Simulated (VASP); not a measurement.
# Ni (Fm-3m) in VASP: settings compared, part 2 of 2

VASP 6.6.1. The steps go on from the part before.

## Step 3: Single point, PBE, collinear spin, ferromagnetic start

INCAR

```
  ALGO = Normal
  EDIFF = 1E-6
  ENCUT = 520
  GGA = PE
  ISIF = 2
  ISMEAR = 0
  ISPIN = 2
  LASPH = True
  LCHARG = False
  LMAXMIX = 4
  LORBIT = 11
  LREAL = False
  LWAVE = False
  MAGMOM = 1
  NELM = 100
  PREC = Accurate
  SIGMA = 0.012
```

KPOINTS

```
k-points
0
Gamma
  13 13 13
```

POSCAR

```
Ni
1.0
    0.0000000000      1.7375729330      1.7375729330
    1.7375729330      0.0000000000      1.7375729330
    1.7375729330      1.7375729330      0.0000000000
Ni
1
Direct
    0.0000000000      0.0000000000      0.0000000000
```

Potentials or basis: VASP PAW PBE potentials, release 64 (Ni).

Started as:

```
$ cat potpaw_PBE.64/Ni/POTCAR > POTCAR
$ mpirun -np 1 vasp_std > vasp.out
```

OUTCAR:

```text
EDIFF = 1E-6
   ENCUT = 520
   GGA = PE
   ISIF = 2
   ISMEAR = 0
   ISPIN = 2
   LASPH = True
   LORBIT = 11
   LREAL = False
   NELM = 100
   PREC = Accurate

 ion  position               nearest neighbor table
   1  0.000  0.000  0.000-

  LATTYP: Found a face centered cubic cell.
 ALAT       =     3.4751458660

  Lattice vectors:

 A1 = (   0.0000000000,   1.7375729330,   1.7375729330)
 A2 = (   1.7375729330,   0.0000000000,   1.7375729330)
 A3 = (   1.7375729330,   1.7375729330,   0.0000000000)

Analysis of symmetry for initial positions (statically):
=====================================================================
 Subroutine PRICEL returns:
 Original cell was already a primitive cell.

 Routine SETGRP: Setting up the symmetry group for a
 face centered cubic supercell.

 Subroutine GETGRP returns: Found 48 space group operations
 (whereof 48 operations were pure point group operations)
 out of a pool of 48 trial point group operations.

The static configuration has the point symmetry O_h .

Analysis of symmetry for dynamics (positions and initial velocities):
=====================================================================
 Subroutine PRICEL returns:
 Original cell was already a primitive cell.

 Routine SETGRP: Setting up the symmetry group for a
 face centered cubic supercell.

 Subroutine GETGRP returns: Found 48 space group operations
 (whereof 48 operations were pure point group operations)
 out of a pool of 48 trial point group operations.

The dynamic configuration has the point symmetry O_h .

Analysis of structural, dynamic, and magnetic symmetry:
=====================================================================
 Subroutine PRICEL returns:
 Original cell was already a primitive cell.

 Routine SETGRP: Setting up the symmetry group for a
 face centered cubic supercell.

 Subroutine GETGRP returns: Found 48 space group operations
 (whereof 48 operations were pure point group operations)
 out of a pool of 48 trial point group operations.

The overall configuration has the point symmetry O_h .

 Subroutine INISYM returns: Found 48 space group operations
 (whereof 48 operations are pure point group operations),
 and found     1 'primitive' translations

----------------------------------------------------------------------------------------

                                     Primitive cell

  volume of cell :      10.4920

  direct lattice vectors                    reciprocal lattice vectors
     0.000000000  1.737572933  1.737572933    -0.287757705  0.287757705  0.287757705
     1.737572933  0.000000000  1.737572933     0.287757705 -0.287757705  0.287757705
     1.737572933  1.737572933  0.000000000     0.287757705  0.287757705 -0.287757705

  length of vectors
     2.457299207  2.457299207  2.457299207     0.498410966  0.498410966  0.498410966

  position of ions in fractional coordinates (direct lattice)
     0.000000000  0.000000000  0.000000000

  ion indices of the primitive-cell ions
   primitive index   ion index
                 1           1

----------------------------------------------------------------------------------------

 KPOINTS: k-points

Automatic generation of k-mesh.
 Grid dimensions read from file:
 generate k-points for:   13   13   13

[... 68 lines left out ...]
   NFREE  =      0    steps in history (QN), initial steepest desc. (CG)
   ISIF   =      2    stress and relaxation
   ISYM   =      2    0-nonsym 1-usesym 2-fastsym
   POTIM  = 0.5000    time-step for ionic-motion
   TEBEG  =    0.0;   TEEND  =   0.0 temperature during run
   PSTRESS=    0.0 pullay stress
   NELECT =      10.0000    total number of electrons
   NUPDOWN=      -1.0000    fix difference up-down
   EMIN   =  10.00;   EMAX   =-10.00  energy-range for DOS
   EFERMI =   0.00;   METHOD = LEGACY
   ISMEAR =     0;   SIGMA  =   0.01  broadening in eV -4-tet -1-fermi 0-gaus
   EFERMI_NEDOS =   21; number of points for ismear=-14 and -15
   IALGO  =     38    algorithm
   IMIX   =      4    mixing-type and parameters
     AMIX     =   0.40;   BMIX     =  1.00
     AMIX_MAG =   1.60;   BMIX_MAG =  1.00
  volume/ion in A,a.u.               =      10.49        70.80
  Fermi-wavevector in a.u.,A,eV,Ry     =   1.611097  3.044533 35.315755  2.595635
  Thomas-Fermi vector in A             =   2.706542
   LORBIT       =     11    0 simple, 1 ext, 2 COOP (PROOUT), +10 PAW based schemes
   GGA     = PE    functional components
   LHFCALC =     F    Hartree Fock is set to
   AEXX    =    0.0000 exact exchange contribution
   IVDW    =     0    specifies the selected vdW correction
   LEPSILON=     F    determine dielectric tensor
   LRPA    =     F    only Hartree local field effects (RPA)
 spin polarized calculation
 Gauss-broadening in eV      SIGMA  =   0.01
  energy-cutoff  :      520.00
  volume of cell :       10.49
 maximum number of plane-waves:       296
   NGX =  9   NGY =  9   NGZ =  9

 number of electron      10.0000000 magnetization       1.0000000

 number of electron       9.9999998 magnetization       0.6218088

 Free energy of the ion-electron system (eV)
  ---------------------------------------------------
  ext. energy  EPLUGINS =         0.00000000
  ---------------------------------------------------
  free energy    TOTEN  =        -5.46436658 eV

  energy without entropy =       -5.46422142  energy(sigma->0) =       -5.46429400

 E-fermi :   9.9221     XC(G=0): -13.4713

 val. band max:        9.9206308812   @ k =  -0.3846   0.3077   0.0000
 cond. band min:       9.9302823695   @ k =  -0.3846   0.0769   0.0000
 fundamental gap:      0.0096514883
 Fermi energy:         9.9221041303

 spin component 1

 k-point     1 :       0.0000    0.0000    0.0000
  band No.  band energies     occupation
      1       0.6316      1.00000
      2       7.3683      1.00000
      3       7.3683      1.00000
      4       7.3683      1.00000
      5       8.6154      1.00000
      6       8.6154      1.00000
      7      33.9258      0.00000
      8      38.0787      0.00000
      9      38.0787      0.00000
     10      38.0787      0.00000
[... 287 lines left out ...]
 k-point    24 :       0.4615    0.1538    0.0000
  band No.  band energies     occupation
      1       5.2220      1.00000
      2       6.9558      1.00000
      3       7.3933      1.00000
      4       7.8006      1.00000
      5       9.3322      1.00000
      6      10.7718      0.00000
      7      18.0531      0.00000
      8      29.0985      0.00000
      9      30.8745      0.00000
     10      33.0361      0.00000

 [... further k-points ...]

 spin component 2

 k-point     1 :       0.0000    0.0000    0.0000
  band No.  band energies     occupation
      1       0.6044      1.00000
      2       8.1210      1.00000
      3       8.1210      1.00000
      4       8.1210      1.00000
      5       9.1851      1.00000
      6       9.1851      1.00000
      7      33.7806      0.00000
      8      38.0570      0.00000
      9      38.0570      0.00000
     10      38.0570      0.00000
[... 287 lines left out ...]
 k-point    24 :       0.4615    0.1538    0.0000
  band No.  band energies     occupation
      1       5.5885      1.00000
      2       7.3700      1.00000
      3       7.9927      1.00000
      4       8.4287      1.00000
      5      10.0772      0.00000
      6      11.2349      0.00000
      7      18.3255      0.00000
      8      29.1309      0.00000
      9      30.9541      0.00000
     10      33.0939      0.00000

 [... further k-points ...]

------------------------ aborting loop because EDIFF is reached ----------------------------------------

  FORCE on cell =-STRESS in cart. coord.  units (eV):
  Direction    XX          YY          ZZ          XY          YZ          ZX
  --------------------------------------------------------------------------------------
  -------------------------------------------------------------------------------------
  Total        0.5100284      0.5100284      0.5100284     -0.0000000     -0.0000000      0.0000000
  in kB       77.8835696     77.8835696     77.8835696     -0.0000000     -0.0000000      0.0000000
  external PRESSURE =      77.8835696 kB  Pullay stress =       0.0000000 kB

 VOLUME and BASIS-vectors are now :
 -----------------------------------------------------------------------------
  energy-cutoff  :      520.00
  volume of cell :       10.49
      direct lattice vectors                 reciprocal lattice vectors
     0.000000000  1.737572933  1.737572933    -0.287757705  0.287757705  0.287757705
     1.737572933  0.000000000  1.737572933     0.287757705 -0.287757705  0.287757705
     1.737572933  1.737572933  0.000000000     0.287757705  0.287757705 -0.287757705

 POSITION                                       TOTAL-FORCE (eV/Angst)
 -----------------------------------------------------------------------------------
      0.00000      0.00000      0.00000        -0.000000     -0.000000      0.000000
 -----------------------------------------------------------------------------------
    total drift:                                0.000000     -0.000000     -0.000000

  FREE ENERGIE OF THE ION-ELECTRON SYSTEM (eV)
  ---------------------------------------------------
  free  energy   TOTEN  =        -5.4643665801 eV

  energy  without entropy=       -5.4642214223  energy(sigma->0) =       -5.46429400

 total charge

# of ion       s       p       d       tot
------------------------------------------
    1        0.513   0.531   8.332   9.377

 magnetization (x)

# of ion       s       p       d       tot
------------------------------------------
    1       -0.005  -0.024   0.659   0.630
```

stdout:

```text
POSCAR found type information on POSCAR Ni
 POSCAR found :  1 types and       1 ions
 scaLAPACK will be used
 LDA part: xc-table for (Slater+PW92), standard interpolation
 POSCAR, INCAR and KPOINTS ok, starting setup
 FFT: planning ... GRIDC
 FFT: planning ... GRID_SOFT
 FFT: planning ... GRID
 WAVECAR not read
 entering main loop
```

Wall time 14 s (1 thread of Intel Xeon Platinum 8488C (Sapphire Rapids), shared host); peak memory 0.13 GiB.

What came out:

```
Free energy                                           : -5.4644 eV
Pressure                                              : 7.8 GPa
Band gap on the k mesh                                : none (metal or under the smearing width)
Net moment                                            : 0.62 μB per cell
Site moments                                          : Ni +0.63 μB
Valence electrons inside the program's atomic spheres : Ni 9.38
```

## Step 4: Relaxation of cell and atoms, BLYP+D4, collinear spin, antiferromagnetic start (cell strained at random at fixed volume)

INCAR

```
AGGAC = 1.0
AGGAX = 1.0
ALDAC = 0.0
ALDAX = 1.0
ALGO = Normal
EDIFF = 1E-6
EDIFFG = -0.01
ENCUT = 600
GGA = B5
IBRION = 2
ISIF = 3
ISMEAR = 1
ISPIN = 2
IVDW = 13
LASPH = True
LCHARG = False
LMAXMIX = 4
LORBIT = 11
LREAL = False
LWAVE = False
MAGMOM = 1 -1
NELM = 120
NSW = 60
PREC = Accurate
SIGMA = 0.2
VDW_A1 = 0.44488865
VDW_A2 = 4.0933009
VDW_S6 = 1.0
VDW_S8 = 2.34076671
```

KPOINTS

```
k-points
0
Gamma
  13 13 7
```

POSCAR

```
Ni
1.0
   -0.0211530000      1.7677810000      1.7305640000
    1.7426170000     -0.0215610000      1.7309720000
    3.4053040000      3.4564460000      0.0368080000
Ni
2
Direct
    0.9645810000      0.0073940000      0.0130985000
    0.9645810000      0.0073940000      0.5130985000
```

Started as:

```
$ cat potpaw_PBE.64/Ni/POTCAR > POTCAR
$ mpirun -np 1 vasp_std > vasp.out
```

Wall time 22 min (1 thread of Intel Xeon Platinum 8559C (Emerald Rapids), shared host); peak memory 0.45 GiB.

The run converged. Its results:

| Item | Value |
| --- | --- |
| Free energy | -10.8546 eV |
| Relaxed volume | 10.66 Å³/atom |
| Relaxed cell | a = 2.465 Å, b = 2.467 Å, c = 4.954 Å, α = 60.06°, β = 60.04°, γ = 60.08° |
| Space group after relaxing (to 0.05 Å) | Fm-3m (No. 225) |
| Energy gained by relaxing | 8.6 meV/atom |
| Ionic steps | 9 |
| Pressure after relaxing | 0.0 GPa |
| Band gap on the k mesh | none (metal or under the smearing width) |
| Net moment | 0.00 μB per cell |
| Site moments | Ni +0.25, -0.25 μB |
| Valence electrons inside the program's atomic spheres | Ni 9.39 |
| Dispersion energy per atom | -0.901 eV |

Stress tensor (GPa, compression positive):
```
 0.00 -0.10 -0.13
-0.10  0.02  0.10
-0.13  0.10  0.07
```

Step by step:
```csv
step,energy change (eV),largest force (eV/Å),pressure (GPa),volume (Å³)
1,0.0000,0.0000,3.55,20.98
2,-0.0112,0.0000,-3.36,21.69
3,-0.0123,0.0000,-1.85,21.53
4,-0.0168,0.0000,-0.09,21.34
5,-0.0168,0.0000,0.02,21.33
6,-0.0168,0.0000,0.18,21.31
7,-0.0168,0.0000,0.04,21.32
8,-0.0170,0.0000,0.04,21.32
9,-0.0172,0.0000,0.03,21.33
```

Final structure:
```yaml
crystal:
  lattice:
    - [0.00127, 1.74506, 1.74031]
    - [1.74690, -0.00068, 1.74208]
    - [3.50321, 3.50222, -0.01070]
  atoms:
    - { symbol: Ni, position: [0.96458, 0.00739, 0.01310] }
    - { symbol: Ni, position: [0.96458, 0.00739, 0.51310] }
```

Levels at points of the mesh, in eV from the Fermi level:
Spin up:
| k point | band 6 | band 7 | band 8 | band 9 | band 10 | band 11 | band 12 | band 13 | band 14 |
| --- | --- | --- | --- | --- | --- | --- | --- | --- | --- |
| (0.00, 0.00, 0.00) | -1.86 | -1.84 | -0.81 | -0.80 | -0.03 | -0.03 | 0.02 | 6.17 | 22.97 |
Spin down:
| k point | band 8 | band 9 | band 10 | band 11 | band 12 | band 13 |
| --- | --- | --- | --- | --- | --- | --- |
| (0.00, 0.00, 0.00) | -0.81 | -0.80 | -0.03 | -0.03 | 0.02 | 6.17 |

Caveat: the PAW data sets were made with another functional, which shifts forces and pressure a little; pairwise dispersion overbinds metals, which lowers pressure and volume.

## Step 5: Single point, PBE, collinear spin, ferromagnetic start

INCAR

```
PREC = Accurate
ENCUT = 520
EDIFF = 1E-7
ISMEAR = 0
SIGMA = 0.027000000000000003
LREAL = False
LASPH = True
NELM = 120
ALGO = Normal
ISIF = 2
LWAVE = False
LCHARG = True
ISPIN = 2
MAGMOM = 1
LORBIT = 11
LMAXMIX = 4
GGA = PE
LELF = True
LVHAR = True
NBANDS = 15
```

KPOINTS

```
regular mesh
0
Gamma
  13 13 13
```

POSCAR

```
Ni
1.0
    0.0000000000      1.7375729330      1.7375729330
    1.7375729330      0.0000000000      1.7375729330
    1.7375729330      1.7375729330      0.0000000000
Ni
1
Direct
    0.0000000000      0.0000000000      0.0000000000
```

Started as:

```
$ cat potpaw_PBE.64/Ni/POTCAR > POTCAR
$ mpirun -np 1 vasp_std > vasp.out
```

Wall time 19 s (1 thread of Intel Xeon Platinum 8488C (Sapphire Rapids), shared host); peak memory 0.13 GiB.

The run converged. Its results:

```yaml
Free_energy: -5.4646 eV
Pressure: 7.8 GPa
Band_gap_on_the_k_mesh: none (metal or under the smearing width)
Net_moment: 0.62 μB per cell
Site_moments: Ni +0.63 μB
Valence_electrons_inside_the_program's_atomic_spheres: Ni 9.38
```

Levels at points of the mesh, in eV from the Fermi level:
Spin up:
```
           k point  band 3  band 4  band 5  band 6  band 7  band 8
(0.00, 0.00, 0.00)   -2.55   -2.55   -1.30   -1.30   24.01   28.16
```
Spin down:
| k point | band 3 | band 4 | band 5 | band 6 | band 7 | band 8 |
| --- | --- | --- | --- | --- | --- | --- |
| (0.00, 0.00, 0.00) | -1.79 | -1.79 | -0.73 | -0.73 | 23.86 | 28.14 |

## Step 6: For comparison

An earlier run on the cell as given: functional PBEsol; potentials or basis VASP PAW PBE potentials, release 64 (Ni); cutoff 520 eV; k mesh 13 × 13 × 13; occupations fermi-dirac, width 0.05 eV; collinear spin, ferromagnetic start; starting moments [1.0] μB.

* Pressure: -2.4 GPa
* Band gap on the k mesh: none (metal or under the smearing width)
* Net moment: 0.62 μB per cell
* Site moments: Ni +0.63 μB
* Valence electrons inside the program's atomic spheres: Ni 9.38

## Step 7: Summary

```csv
task,level,spin,cell,k mesh,cutoff (eV),smearing,supercell matrix,ladder,gap on the mesh (eV),pressure (GPa),moment (μB),relaxed volume (Å³/atom)
relaxation of cell and atoms,r2SCAN+D4,"collinear, ferromagnetic start",relaxed,13 × 13 × 13,600,methfessel-paxton 0.1 eV,-,-,none,0.2,0.66,10.39
single point,PBE,"collinear, ferromagnetic start",as given,13 × 13 × 13,520,gaussian 0.012 eV,-,-,none,7.8,0.62,-
relaxation of cell and atoms,BLYP+D4,"collinear, antiferromagnetic start",relaxed from: cell strained at random at fixed volume,13 × 13 × 7,600,methfessel-paxton 0.2 eV,"[1, 0, 0, 0, 1, 0, 0, 0, 2]",-,none,0.0,0.00,10.66
single point,PBE,"collinear, ferromagnetic start",as given,13 × 13 × 13,520,gaussian 0.027 eV,-,-,none,7.8,0.62,-
single point,PBEsol,"collinear, ferromagnetic start",as given,13 × 13 × 13,520,fermi-dirac 0.05 eV,-,free,none,-2.4,0.62,-
```

Alike in all rows: potentials or basis VASP PAW PBE potentials, release 64 (Ni).

Every run on the cell as given and a fine mesh finds a metal. The pressure there spans -2.4 GPa (PBEsol) to 7.8 GPa (PBE); a positive pressure means that this level wants a larger cell, a negative one a smaller.

Caveats: the PAW data sets were made with another functional, which shifts forces and pressure a little (some runs); pairwise dispersion overbinds metals, which lowers pressure and volume (some runs).

Total energies depend on the potentials used, so only differences within one code and one set of settings carry meaning.
